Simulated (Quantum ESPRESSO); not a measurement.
# GaP (F-43m) in Quantum ESPRESSO: settings compared

One crystal, GaP, is run at these levels: PW91+D4, BP86+D4, OLYP+D4, PW86PBE+D4, AM05+D4; tasks: equation of state.

All numbers are computed with Quantum ESPRESSO 7.5; they aren't measurements. Logs are shortened: lines on timing, memory, paths and dates and some standing lists are left out, and cuts for length are marked.

**Experimental background.**

From “Phosphorous dimerization in GaP at high pressure”, 2017, arxiv:1709.06667, for a bulk crystal of GaP: bulk modulus 87.5 ± 0.6 GPa.

The runs below are set against these values where they give the same quantity.

## Step 1: Starting point

The structure is cubic, space group F-43m (No. 216). Conventional cell: a = 5.451 Å, b = 5.451 Å, c = 5.451 Å, α = 90.00°, β = 90.00°, γ = 90.00°. Around Ga (site symmetry -43m) lie 4 P at 2.36 Å. Around P (site symmetry -43m) lie 4 Ga at 2.36 Å.

## Step 2: Equation of state, PW91+D4

run.py reads:

```python
import numpy as np
from ase.calculators.espresso import Espresso, EspressoProfile
import spglib
from ase import Atoms
from ase.io import read

atoms = read('GaP.cif')
cell, pos, num = spglib.standardize_cell((atoms.cell[:], atoms.get_scaled_positions(), atoms.numbers), to_primitive=True, symprec=1e-4)
atoms = Atoms(numbers=num, cell=cell, scaled_positions=pos, pbc=True)

input_data = {
    'control': {'calculation': 'scf', 'prefix': 'pwscf', 'outdir': './tmp', 'tprnfor': True, 'tstress': True, 'disk_io': 'nowf'},
    'system': {'ecutwfc': 80.0, 'nbnd': 15, 'input_dft': 'pw91', 'occupations': 'smearing', 'smearing': 'fd', 'degauss': 0.00367493},
    'electrons': {'conv_thr': 4e-10, 'electron_maxstep': 120, 'mixing_beta': 0.5},
}
pseudopotentials = {'P': 'P.upf', 'Ga': 'Ga.upf'}
profile = EspressoProfile(command='pw.x', pseudo_dir='pseudo')
dft = Espresso(profile=profile, input_data=input_data, pseudopotentials=pseudopotentials, kpts=(8, 8, 8), koffset=(0, 0, 0))
from ase.calculators.mixing import SumCalculator
from dftd4.ase import DFTD4
d4 = DFTD4(method='pw91')
atoms.calc = SumCalculator([dft, d4])

from ase.eos import EquationOfState
from ase.units import GPa
cell, v, e = atoms.cell.copy(), [], []
for x in [0.94, 0.96, 0.98, 1.0, 1.02, 1.04, 1.06]:
    atoms.set_cell(cell * x ** (1 / 3), scale_atoms=True)
    v.append(atoms.get_volume() / len(atoms))
    e.append(atoms.get_potential_energy() / len(atoms))
    print(f'V {v[-1]:.6f} A^3/atom  E {e[-1]:.8f} eV/atom')
v0, e0, b0 = EquationOfState(v, e, eos='birchmurnaghan').fit()
print(f'V0 {v0:.5f} A^3/atom  E0 {e0:.6f} eV/atom  B0 {b0 / GPa:.2f} GPa')
```

GaP.cif reads:

```cif
data_GaP
_cell_length_a 5.45050000
_cell_length_b 5.45050000
_cell_length_c 5.45050000
_cell_angle_alpha 90.00000000
_cell_angle_beta 90.00000000
_cell_angle_gamma 90.00000000
_space_group_name_H-M_alt 'F-43m'
_space_group_name_Hall 'F -4 2 3'
_space_group_IT_number 216
loop_
_space_group_symop_operation_xyz
'x,y,z'
'y,-x,-z'
'-x,-y,z'
'-y,x,-z'
'x,-y,-z'
'y,x,z'
'-x,y,-z'
'-y,-x,z'
'z,x,y'
'-z,y,-x'
'z,-x,-y'
'-z,-y,x'
'-z,x,-y'
'z,y,x'
'-z,-x,y'
'z,-y,-x'
'y,z,x'
'-x,-z,y'
'-y,z,-x'
'x,-z,-y'
'-y,-z,x'
'x,z,y'
'y,-z,-x'
'-x,z,-y'
'x,y+1/2,z+1/2'
'y,-x+1/2,-z+1/2'
'-x,-y+1/2,z+1/2'
'-y,x+1/2,-z+1/2'
'x,-y+1/2,-z+1/2'
'y,x+1/2,z+1/2'
'-x,y+1/2,-z+1/2'
'-y,-x+1/2,z+1/2'
'z,x+1/2,y+1/2'
'-z,y+1/2,-x+1/2'
'z,-x+1/2,-y+1/2'
'-z,-y+1/2,x+1/2'
'-z,x+1/2,-y+1/2'
'z,y+1/2,x+1/2'
'-z,-x+1/2,y+1/2'
'z,-y+1/2,-x+1/2'
'y,z+1/2,x+1/2'
'-x,-z+1/2,y+1/2'
'-y,z+1/2,-x+1/2'
'x,-z+1/2,-y+1/2'
'-y,-z+1/2,x+1/2'
'x,z+1/2,y+1/2'
'y,-z+1/2,-x+1/2'
'-x,z+1/2,-y+1/2'
'x+1/2,y,z+1/2'
'y+1/2,-x,-z+1/2'
'-x+1/2,-y,z+1/2'
'-y+1/2,x,-z+1/2'
'x+1/2,-y,-z+1/2'
'y+1/2,x,z+1/2'
'-x+1/2,y,-z+1/2'
'-y+1/2,-x,z+1/2'
'z+1/2,x,y+1/2'
'-z+1/2,y,-x+1/2'
'z+1/2,-x,-y+1/2'
'-z+1/2,-y,x+1/2'
'-z+1/2,x,-y+1/2'
'z+1/2,y,x+1/2'
'-z+1/2,-x,y+1/2'
'z+1/2,-y,-x+1/2'
'y+1/2,z,x+1/2'
'-x+1/2,-z,y+1/2'
'-y+1/2,z,-x+1/2'
'x+1/2,-z,-y+1/2'
'-y+1/2,-z,x+1/2'
'x+1/2,z,y+1/2'
'y+1/2,-z,-x+1/2'
'-x+1/2,z,-y+1/2'
'x+1/2,y+1/2,z'
'y+1/2,-x+1/2,-z'
'-x+1/2,-y+1/2,z'
'-y+1/2,x+1/2,-z'
'x+1/2,-y+1/2,-z'
'y+1/2,x+1/2,z'
'-x+1/2,y+1/2,-z'
'-y+1/2,-x+1/2,z'
'z+1/2,x+1/2,y'
'-z+1/2,y+1/2,-x'
'z+1/2,-x+1/2,-y'
'-z+1/2,-y+1/2,x'
'-z+1/2,x+1/2,-y'
'z+1/2,y+1/2,x'
'-z+1/2,-x+1/2,y'
'z+1/2,-y+1/2,-x'
'y+1/2,z+1/2,x'
'-x+1/2,-z+1/2,y'
'-y+1/2,z+1/2,-x'
'x+1/2,-z+1/2,-y'
'-y+1/2,-z+1/2,x'
'x+1/2,z+1/2,y'
'y+1/2,-z+1/2,-x'
'-x+1/2,z+1/2,-y'
loop_
_atom_site_label
_atom_site_type_symbol
_atom_site_symmetry_multiplicity
_atom_site_Wyckoff_symbol
_atom_site_fract_x
_atom_site_fract_y
_atom_site_fract_z
_atom_site_occupancy
Ga1 Ga 4 a 0.0000000000 0.0000000000 0.0000000000 1
P1 P 4 c 0.2500000000 0.2500000000 0.2500000000 1
```

Potentials or basis: PseudoDojo 0.4.1 SR PBE standard.

The run is started by

```sh
OMP_NUM_THREADS=1 python run.py
```

Log:

```text
V 19.025974 A^3/atom  E -1136.54436448 eV/atom
V 19.430782 A^3/atom  E -1136.55632838 eV/atom
V 19.835590 A^3/atom  E -1136.56300760 eV/atom
V 20.240398 A^3/atom  E -1136.56497281 eV/atom
V 20.645206 A^3/atom  E -1136.56269391 eV/atom
V 21.050014 A^3/atom  E -1136.55663312 eV/atom
V 21.454822 A^3/atom  E -1136.54719193 eV/atom
V0 20.21781 A^3/atom  E0 -1136.564974 eV/atom  B0 84.02 GPa
```

espresso.pwi:

```text
&CONTROL
   calculation      = 'scf'
   tstress          = .true.
   tprnfor          = .true.
   outdir           = './tmp'
   prefix           = 'pwscf'
   disk_io          = 'nowf'
   pseudo_dir       = 'pseudo'
/
&SYSTEM
   nbnd             = 15
   ecutwfc          = 80.0
   occupations      = 'smearing'
   degauss          = 0.00367493
   smearing         = 'fd'
   input_dft        = 'pw91'
   ntyp             = 2
   nat              = 2
   ibrav            = 0
/
&ELECTRONS
   electron_maxstep = 120
   conv_thr         = 4e-10
   mixing_beta      = 0.5
/
&IONS
/
&CELL
/
&FCP
/
&RISM
/
ATOMIC_SPECIES
Ga 69.723 Ga.upf
P 30.973761998 P.upf

K_POINTS automatic
8 8 8  0 0 0

CELL_PARAMETERS angstrom
0.00000000000000 2.77869984430614 2.77869984430614
2.77869984430614 0.00000000000000 2.77869984430614
2.77869984430614 2.77869984430614 0.00000000000000

ATOMIC_POSITIONS angstrom
Ga 0.0000000000 0.0000000000 0.0000000000  
P 1.3893499222 1.3893499222 1.3893499222
```

espresso.pwo:

```text
This program is part of the open-source Quantum ESPRESSO suite
     for quantum simulation of materials; please cite
         "P. Giannozzi et al., J. Phys.:Condens. Matter 21 395502 (2009);
         "P. Giannozzi et al., J. Phys.:Condens. Matter 29 465901 (2017);
         "P. Giannozzi et al., J. Chem. Phys. 152 154105 (2020);
     in publications or presentations arising from this work. More details at

Warning: card &CELL ignored
Warning: card &FCP ignored
Warning: card &RISM ignored

     IMPORTANT: XC functional enforced from input :
     Exchange-correlation= PW91
                           (   1   4   2   2   0   0   0)
     Any further DFT definition will be discarded
     Please, verify this is what you really want

     Message from routine setup:
     using ibrav=0 with symmetry is DISCOURAGED, use correct ibrav instead

     G-vector sticks info
     --------------------
     sticks:   dense  smooth     PW     G-vecs:    dense   smooth      PW
     Sum        1213    1213    361                27941    27941    4477

     Using Slab Decomposition

     bravais-lattice index     =            0
     lattice parameter (alat)  =       7.4260  a.u.
     unit-cell volume          =     289.5686 (a.u.)^3
     number of atoms/cell      =            2
     number of atomic types    =            2
     number of electrons       =        18.00
     number of Kohn-Sham states=           15
     kinetic-energy cutoff     =      80.0000  Ry
     charge density cutoff     =     320.0000  Ry
     scf convergence threshold =      4.0E-10
     mixing beta               =       0.5000
     number of iterations used =            8  plain     mixing
     Exchange-correlation= PW91
                           (   1   4   2   2   0   0   0)

     celldm(1)=   7.426010  celldm(2)=   0.000000  celldm(3)=   0.000000
     celldm(4)=   0.000000  celldm(5)=   0.000000  celldm(6)=   0.000000

     crystal axes: (cart. coord. in units of alat)
               a(1) = (   0.000000   0.707107   0.707107 )
               a(2) = (   0.707107   0.000000   0.707107 )
               a(3) = (   0.707107   0.707107   0.000000 )

     reciprocal axes: (cart. coord. in units 2 pi/alat)
               b(1) = ( -0.707107  0.707107  0.707107 )
               b(2) = (  0.707107 -0.707107  0.707107 )
               b(3) = (  0.707107  0.707107 -0.707107 )

[... 67 lines left out ...]

     Dense  grid:    27941 G-vectors     FFT dimensions: (  45,  45,  45)

     Initial potential from superposition of free atoms

     starting charge      17.9972, renormalised to      18.0000
     Starting wfcs are   13 randomized atomic wfcs +    2 random wfcs

     Self-consistent Calculation

     iteration #  1     ecut=    80.00 Ry     beta= 0.50
     Davidson diagonalization with overlap
     ethr =  1.00E-02,  avg # of iterations =  4.4

     Threshold (ethr) on eigenvalues was too large:
     Diagonalizing with lowered threshold

     Davidson diagonalization with overlap
     ethr =  3.94E-04,  avg # of iterations =  2.0

     total energy              =    -167.01037168 Ry
     estimated scf accuracy    <       0.07043085 Ry
[... 50 lines left out ...]
     iteration #  9     ecut=    80.00 Ry     beta= 0.50
     Davidson diagonalization with overlap
     ethr =  7.53E-11,  avg # of iterations =  2.0

     End of self-consistent calculation

          k = 0.0000 0.0000 0.0000 (  3479 PWs)   bands (ev):

    -7.6643  -7.6643  -7.6643  -7.5829  -7.5829  -5.2452   6.8339   6.8339
     6.8339   8.1316  10.7242  10.7242  10.7242  15.3525  16.5022
[... 93 lines left out ...]
    -7.7462  -7.6265  -7.6184  -7.5977  -7.5728  -2.5799   0.5142   3.1956
     4.7475   9.0557  11.5121  14.8421  14.8446  15.7175  17.0771

          k =-0.7071 0.0000 0.0000 (  3490 PWs)   bands (ev):

    -7.7599  -7.6110  -7.6110  -7.6106  -7.5652  -2.5409   0.3236   4.3477
     4.3477   8.5964   8.6868  16.9603  16.9603  17.4689  19.4798

          k = 0.3536 0.1768 0.0000 (  3501 PWs)   bands (ev):
[... 26 lines left out ...]
    -7.7374  -7.6361  -7.6220  -7.5908  -7.5773  -2.8242   0.8098   3.2531
     4.6965  10.3552  12.1681  12.3170  14.7595  15.4434  17.2245

          k =-0.7071 0.1768-0.0000 (  3484 PWs)   bands (ev):

    -7.7523  -7.6213  -7.6143  -7.6024  -7.5694  -2.5051   0.4090   3.9048
     3.9827   9.6464   9.7285  15.0541  15.1355  17.7986  18.4345

          k =-0.7071 0.3536 0.0000 (  3504 PWs)   bands (ev):

    -7.7433  -7.6329  -7.6151  -7.5947  -7.5756  -2.4682   0.5057   3.5263
     3.6845  11.4232  11.5191  12.7464  12.9795  17.8916  18.3751

     the Fermi energy is     7.5090 ev

!    total energy              =    -167.02249002 Ry
     estimated scf accuracy    <          1.3E-11 Ry
     smearing contrib. (-TS)   =      -0.00000000 Ry
     internal energy E=F+TS    =    -167.02249002 Ry

     The total energy is F=E-TS. E is the sum of the following terms:
     one-electron contribution =     -79.54265514 Ry
     hartree contribution      =      53.26857507 Ry
     xc contribution           =     -46.12658708 Ry
     ewald contribution        =     -94.62182288 Ry

     convergence has been achieved in   9 iterations

     Forces acting on atoms (cartesian axes, Ry/au):

     atom    1 type  1   force =     0.00000000    0.00000000    0.00000000
     atom    2 type  2   force =     0.00000000    0.00000000    0.00000000

     Total force =     0.000000     Total SCF correction =     0.000000

     Computing stress (Cartesian axis) and pressure

          total   stress  (Ry/bohr**3)                   (kbar)     P=      -20.18
  -0.00013715  -0.00000000  -0.00000000          -20.18       -0.00       -0.00
  -0.00000000  -0.00013715  -0.00000000           -0.00      -20.18       -0.00
  -0.00000000  -0.00000000  -0.00013715           -0.00       -0.00      -20.18

=------------------------------------------------------------------------------=
   JOB DONE.
=------------------------------------------------------------------------------=
```

Wall time 1.9 min (1 thread of INTEL XEON PLATINUM 8581C at 2.10GHz (Emerald Rapids), shared host); peak memory 0.09 GiB.

What came out:

- Equilibrium volume: 20.22 Å³/atom
- Bulk modulus: 84 GPa
- Pressure derivative of the bulk modulus: 4.5

Energy against volume, from the lowest point:
```
volume (Å³/atom)  energy (meV/atom)
          19.026              20.61
          19.431               8.64
          19.836               1.97
          20.240               0.00
          20.645               2.28
          21.050               8.34
          21.455              17.78
```

Caveat: the potentials were made for another functional, which shifts forces and pressure.

(Continued in part 2 of 2.)
